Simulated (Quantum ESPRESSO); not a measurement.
A calculation with Quantum ESPRESSO 7.5 of Al2Cu (native input, structure typed inline):

pw.in

```
&CONTROL
  calculation = 'scf'
  prefix = 'pwscf'
  outdir = './tmp'
  pseudo_dir = './pseudo'
  tprnfor = .true.
  tstress = .true.
  disk_io = 'nowf'
/
&SYSTEM
  ibrav = 0
  nat = 3
  ntyp = 2
  ecutwfc = 55
  ecutrho = 440
  nbnd = 15
  occupations = 'smearing'
  smearing = 'fd'
  degauss = 0.00367493
/
&ELECTRONS
  conv_thr = 6d-10
  electron_maxstep = 120
  mixing_beta = 0.5
/
ATOMIC_SPECIES
Cu    63.5460 Cu.paw.z_11.ld1.psl.v1.0.0-low.upf
Al    26.9815 Al.pbe-n-kjpaw_psl.1.0.0.UPF
CELL_PARAMETERS angstrom
   4.1051820000    0.0000000000    0.0000000000
   0.0000000000    4.1051820000    0.0000000000
   0.0000000000    0.0000000000    2.8913130000
ATOMIC_POSITIONS crystal
Cu     0.0000000000    0.0000000000    0.0000000000
Al     0.0000000000    0.5000000000    0.5000000000
Al     0.5000000000    0.0000000000    0.5000000000
K_POINTS automatic
7 7 9 0 0 0
```

Potentials or basis: SSSP 1.3 efficiency PBE.

The run is started by

```console
$ OMP_NUM_THREADS=1 pw.x -in pw.in > pw.out
```

The cell comes from a database or a generator and needn't be the stable form of this composition.

Write the same calculation in another form: ASE script, structure from a P1 CIF.

As run:

Contents of run.py:

```python
import numpy as np
from ase.calculators.espresso import Espresso, EspressoProfile
from ase.io import read

atoms = read('Al2Cu.cif')

input_data = {
    'control': {'calculation': 'scf', 'prefix': 'pwscf', 'outdir': './tmp', 'tprnfor': True, 'tstress': True, 'disk_io': 'nowf'},
    'system': {'ecutwfc': 55.0, 'ecutrho': 440.0, 'nbnd': 15, 'occupations': 'smearing', 'smearing': 'fd', 'degauss': 0.00367493},
    'electrons': {'conv_thr': 6e-10, 'electron_maxstep': 120, 'mixing_beta': 0.5},
}
pseudopotentials = {'Cu': 'Cu.paw.z_11.ld1.psl.v1.0.0-low.upf', 'Al': 'Al.pbe-n-kjpaw_psl.1.0.0.UPF'}
profile = EspressoProfile(command='pw.x', pseudo_dir='pseudo')
dft = Espresso(profile=profile, input_data=input_data, pseudopotentials=pseudopotentials, kpts=(7, 7, 9), koffset=(0, 0, 0))
atoms.calc = dft

print(f'energy {atoms.get_potential_energy():.8f} eV')
print('forces (eV/A)')
print(np.round(atoms.get_forces(), 6))
print('stress (eV/A^3, Voigt)')
print(np.round(atoms.get_stress(), 8))
print(f'Fermi level {dft.get_fermi_level():.4f} eV')
```

Al2Cu.cif

```cif
data_Al2Cu
_cell_length_a 4.10518200
_cell_length_b 4.10518200
_cell_length_c 2.89131300
_cell_angle_alpha 90.00000000
_cell_angle_beta 90.00000000
_cell_angle_gamma 90.00000000
_space_group_name_H-M_alt 'P1'
_space_group_name_Hall 'P 1'
_space_group_IT_number 1
loop_
_space_group_symop_operation_xyz
'x,y,z'
loop_
_atom_site_label
_atom_site_type_symbol
_atom_site_symmetry_multiplicity
_atom_site_Wyckoff_symbol
_atom_site_fract_x
_atom_site_fract_y
_atom_site_fract_z
_atom_site_occupancy
Cu1 Cu 1 a 0.0000000000 0.0000000000 0.0000000000 1
Al1 Al 1 a 0.0000000000 0.5000000000 0.5000000000 1
Al2 Al 1 a 0.5000000000 0.0000000000 0.5000000000 1
```

Potentials or basis: SSSP 1.3 efficiency PBE.

Launch:

```console
$ OMP_NUM_THREADS=1 python run.py
```

Both were run:

|  | native input, structure typed inline | ASE script, structure from a P1 CIF |
| --- | --- | --- |
| Pressure | 0.4 GPa | 0.4 GPa |
| Band gap on the k mesh | none (metal or under the smearing width) | none (metal or under the smearing width) |

Keys that steer only the numerical path or the files written may differ.
